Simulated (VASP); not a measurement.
A run of VASP 6.6.1 is set up as follows.

File INCAR:

```
SYSTEM = InP
PREC = Accurate ; ENCUT = 520
EDIFF = 1E-7 ; ISMEAR = 0
SIGMA = 0.02 ; LREAL = .False.
LASPH = .True. ; NELM = 60
ALGO = Fast ; ISIF = 3
LWAVE = .False. ; LCHARG = .False.
GGA = PE ; IBRION = 2
NSW = 80 ; EDIFFG = -0.002
KPAR = 4
```

File KPOINTS:

```
Automatic mesh
0
Gamma
  10 10 10
  0 0 0
```

The input POSCAR:

```
InP
1.0
    0.0000000000      2.9305000000      2.9305000000
    2.9305000000      0.0000000000      2.9305000000
    2.9305000000      2.9305000000      0.0000000000
In P
1 1
Direct
    0.0000000000      0.0000000000      0.0000000000
    0.2500000000      0.2500000000      0.2500000000
```

Potentials or basis: VASP PAW PBE potentials, release 64 (In_d, P).

Command:

```console
$ cat potpaw_PBE.64/In_d/POTCAR potpaw_PBE.64/P/POTCAR > POTCAR
$ mpirun -np 4 vasp_std > vasp.out
```

Task: Estimate the band gap on the k mesh.

Result: 0.44 eV, direct.

Task: What does it give for the relaxed cell?

Result: a = 4.213 Å, b = 4.213 Å, c = 4.213 Å, α = 60.00°, β = 60.00°, γ = 60.00°.

Task: What does it give for the relaxed volume?

Result: 26.43 Å³/atom.

Task: Estimate the space group after relaxing (to 0.05 Å).

Result: F-43m (No. 216).

Final structure:
```cif
data_structure
_symmetry_space_group_name_H-M 'P 1'
_symmetry_Int_Tables_number 1
_cell_length_a 4.2128
_cell_length_b 4.2128
_cell_length_c 4.2128
_cell_angle_alpha 60.000
_cell_angle_beta 60.000
_cell_angle_gamma 60.000
_cell_volume 52.87
loop_
_atom_site_label
_atom_site_type_symbol
_atom_site_fract_x
_atom_site_fract_y
_atom_site_fract_z
_atom_site_occupancy
In1 In 0.00000 0.00000 0.00000 1
P1 P 0.25000 0.25000 0.25000 1
```

Caveat: spin-orbit coupling is left out, which moves the levels of the heavy elements. Zero-point motion and thermal expansion aren't in these numbers.
